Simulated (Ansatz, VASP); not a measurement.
# HfO2 in VASP and in Ansatz

Contents of INCAR:

```
PREC     = Accurate       # precision mode
ENCUT    = 520            # plane-wave cutoff, eV
EDIFF    = 1E-7           # SCF threshold, eV
ISMEAR   = -1             # smearing method
SIGMA    = 0.05           # smearing width, eV
LREAL    = False          # projectors in reciprocal space
LASPH    = True           # aspherical terms in the spheres
NELM     = 100            # most SCF steps
ALGO     = Normal         # electronic algorithm
ISIF     = 2              # what is computed and relaxed
LWAVE    = False          # write WAVECAR
LCHARG   = True           # write CHGCAR
GGA      = PE             # functional
LELF     = True           # ELF
LVHAR    = True         
NBANDS   = 56             # bands
```

KPOINTS

```
regular mesh
0
Gamma
  5 5 5
```

File POSCAR:

```
HfO2
1.0
    5.1180000000      0.0000000000      0.0000000000
    0.0000000000      5.1857000000      0.0000000000
   -0.8586630598      0.0000000000      5.2138671406
Hf O
4 8
Direct
    0.2755000000      0.4603000000      0.7080000000
    0.7245000000      0.9603000000      0.7920000000
    0.7245000000      0.5397000000      0.2920000000
    0.2755000000      0.0397000000      0.2080000000
    0.0742000000      0.1684000000      0.8467000000
    0.9258000000      0.6684000000      0.6533000000
    0.9258000000      0.8316000000      0.1533000000
    0.0742000000      0.3316000000      0.3467000000
    0.4487000000      0.7419000000      0.9801000000
    0.5513000000      0.2419000000      0.5199000000
    0.5513000000      0.2581000000      0.0199000000
    0.4487000000      0.7581000000      0.4801000000
```

File input.yaml:

```yaml
crystal:
  lattice:
    - [5.118, 0.0, 0.0]
    - [0.0, 5.1857, 0.0]
    - [-0.8586630598, 0.0, 5.2138671406]
  atoms:
    - { symbol: Hf, position: [0.2755, 0.4603, 0.708] }
    - { symbol: Hf, position: [0.7245, 0.9603, 0.792] }
    - { symbol: Hf, position: [0.7245, 0.5397, 0.292] }
    - { symbol: Hf, position: [0.2755, 0.0397, 0.208] }
    - { symbol: O, position: [0.0742, 0.1684, 0.8467] }
    - { symbol: O, position: [0.9258, 0.6684, 0.6533] }
    - { symbol: O, position: [0.9258, 0.8316, 0.1533] }
    - { symbol: O, position: [0.0742, 0.3316, 0.3467] }
    - { symbol: O, position: [0.4487, 0.7419, 0.9801] }
    - { symbol: O, position: [0.5513, 0.2419, 0.5199] }
    - { symbol: O, position: [0.5513, 0.2581, 0.0199] }
    - { symbol: O, position: [0.4487, 0.7581, 0.4801] }
hamiltonian:
  xc: pbe
  pseudopotentials: { kind: paw }
kpoints:
  mp_grid: { grid: [5, 5, 5] }
scf:
  occupations: { method: fermi_dirac, width: 0.05 }
output:
  forces: true
  stress: true
  eigenvalues: true
```

Alike in both runs: task single point; functional PBE; k mesh 5 × 5 × 5; occupations fermi-dirac, width 0.05 eV; no spin polarisation.

```csv
,VASP,Ansatz
version,VASP 6.6.1,Ansatz 0.2.0
potentials or method,"VASP PAW PBE potentials, release 64 (Hf_pv, O)",Ansatz PAW
plane-wave cutoff (eV),520,420
valence electrons in the cell,88,152
```

Ansatz gave:

| Item | Value |
| --- | --- |
| gap on the k mesh at the Fermi level (eV) | 4.21 |
| least direct gap on the mesh (eV) | 4.27 |
| pressure (GPa) | 5.9 |
| largest component of the traceless stress (GPa) | 0.66 |
| rms of the force components (eV/Å) | 0.186 |

Question: Which values does VASP return?

Answer: gap on the k mesh at the Fermi level (eV): 4.16; least direct gap on the mesh (eV): 4.23; pressure (GPa): 2.7; largest component of the traceless stress (GPa): 0.68; rms of the force components (eV/Å): 0.169.

Atom by atom the forces differ by 0.034 eV/Å (rms over components). The two sets of potentials don't hold the same shells in valence.

Caveats: spin-orbit coupling is left out, which moves the levels of the heavy elements; an odd mesh through Γ misses points on the zone boundary, where band edges often lie (VASP); odd divisions of the mesh miss points on the zone boundary, where band edges often lie, so the gap on the mesh can be too wide (Ansatz); the pressure holds a Pulay correction of +0.8 GPa for the finite cutoff (Ansatz). As with any semilocal functional, this PBE gap is likely too small.
